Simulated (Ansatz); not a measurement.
Crystal: BaTiO3.

```xyz
10
Lattice="-2.8277 -1.6326 -2.3177 2.8277 -4.8977 0.0000 -2.8277 -1.6326 4.6355" Properties=species:S:1:pos:R:3 pbc="T T T"
Ba    0.0173   -6.4883    4.4750
Ba   -2.8449   -4.9396    0.1605
Ti   -0.0507   -6.4912    1.1667
Ti    0.0507   -3.3041   -0.9720
O    -2.9184   -3.1975    2.1689
O     0.0907   -4.8993   -0.0148
O    -1.2876   -5.6890    2.2893
O    -1.4829   -2.5067   -0.1352
O    -4.0760   -2.5422   -0.0739
O     1.1912   -2.3885   -0.0897
```

| Property | Result |
| --- | --- |
| Program | Ansatz 0.2.0 |
| Task | relaxation of cell and atoms |
| Functional | PBEsol |
| Potentials or basis | Ansatz PAW |
| Cutoff | 420 eV (not typed: the program's choice for these potentials) |
| k mesh | 7 × 5 × 5 |
| Occupations | fermi-dirac, width 0.05 eV |
| Spin | no spin polarisation |
| Hubbard terms | Ti d U = 5 eV |

At the start: volume 12.84 Å³/atom.

Problem. Where does the relaxation end?

Solution. It ends after 8 steps and the volume is 12.64 Å³/atom (-1.6 %); space group Pm-3m (No. 221, to 0.05 Å).

The path:
```tsv
step	energy change (eV)	largest force (eV/Å)	volume (Å³)
1	0.0000	3.4962	128.39
2	-0.6830	2.1004	129.75
3	-1.0556	0.0875	126.79
4	-1.0596	0.0029	126.38
5	-1.0595	0.0006	126.43
6	-1.0528	0.0006	126.43
7	-1.0531	0.0005	126.36
8	-1.0527	0.0004	126.36
```

Final structure:
```
Ba Ti O
1.0
    -2.81626   -1.62599   -2.29946
     2.81624   -4.87792    0.00000
    -2.81626   -1.62599    4.59893
Ba Ti O
2 2 6
Cartesian
  -0.0001 -6.5041 4.5695
  -2.8164 -4.8781 -0.0294
  -0.0003 -6.5043 1.1203
  -0.0003 -3.2524 -1.1793
  -2.8162 -3.2518 2.2700
  0.0001 -4.8777 -0.0294
  -1.4081 -5.6908 2.2702
  -1.4080 -2.4388 -0.0294
  -4.2242 -2.4388 -0.0293
  1.4083 -2.4388 -0.0292
```

Caveat: the plane-wave basis is chosen anew once the cell has moved, so the energies of steps on either side of that aren't comparable; the pressure holds a Pulay correction of +0.6 GPa for the finite cutoff; the PAW data sets come from PBE, with cores solved anew for the run's functional, which leaves a small shift of forces and pressure.
